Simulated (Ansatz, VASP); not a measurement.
Be: VASP beside Ansatz

INCAR

```
PREC = Accurate ; ENCUT = 520
EDIFF = 1E-6 ; ISMEAR = -1
SIGMA = 0.03 ; LREAL = False
LASPH = True ; NELM = 100
ALGO = Normal ; ISIF = 2
LWAVE = False ; LCHARG = True
LELF = True ; LVHAR = True
NBANDS = 9
```

The input KPOINTS:

```
Automatic mesh
0
Gamma
  16 16 9
```

Contents of POSCAR:

```
Be
1.0
    2.2295160349      0.0000000000      0.0000000000
   -1.1147580175      1.9308175243      0.0000000000
    0.0000000000      0.0000000000      3.5083258361
Be
2
Direct
    0.3333333333      0.6666666667      0.2500000000
    0.6666666667      0.3333333333      0.7500000000
```

Input for Ansatz:

```yaml
crystal:
  lattice:
    - [2.2295160349, 0.0, 0.0]
    - [-1.1147580175, 1.9308175243, 0.0]
    - [0.0, 0.0, 3.5083258361]
  atoms:
    - { symbol: Be, position: [0.3333333333, 0.6666666667, 0.25] }
    - { symbol: Be, position: [0.6666666667, 0.3333333333, 0.75] }
hamiltonian:
  xc: lda
  pseudopotentials:
    kind: paw
    azcp:
      Be: "pseudopotentials/Be.paw.azcp"
basis:
  ecutwfc: 420
  fft_grid_basis: typed
kpoints:
  mp_grid: { grid: [16, 16, 9], shift: [0, 0, 0] }
magnetization:
  spin_polarized: false
scf:
  occupations: { method: fermi_dirac, width: 0.03 }
  lower_state_search: "off"
output:
  stress: true
  write_density: true
  write_potential: true
  elf: true
  volumetric_format: npy
```

Alike in both runs: task single point; functional LDA; k mesh 16 × 16 × 9; occupations fermi-dirac, width 0.03 eV; no spin polarisation.

|  | VASP | Ansatz |
| --- | --- | --- |
| version | VASP 6.6.1 | Ansatz 0.2.0 |
| potentials or method | VASP PAW LDA potentials, release 64 (Be) | plane waves (420 eV) with PAW, scalar-relativistic |
| plane-wave cutoff (eV) | 520 | 420 |
| valence electrons in the cell | 4 | 4 |

```tsv
	VASP	Ansatz	Ansatz less VASP
pressure (GPa)	0.4	0.0	-0.45
largest component of the traceless stress (GPa)	0.14	0.15	+0.005
```

Ansatz warned: «pseudo_functional_mismatch».
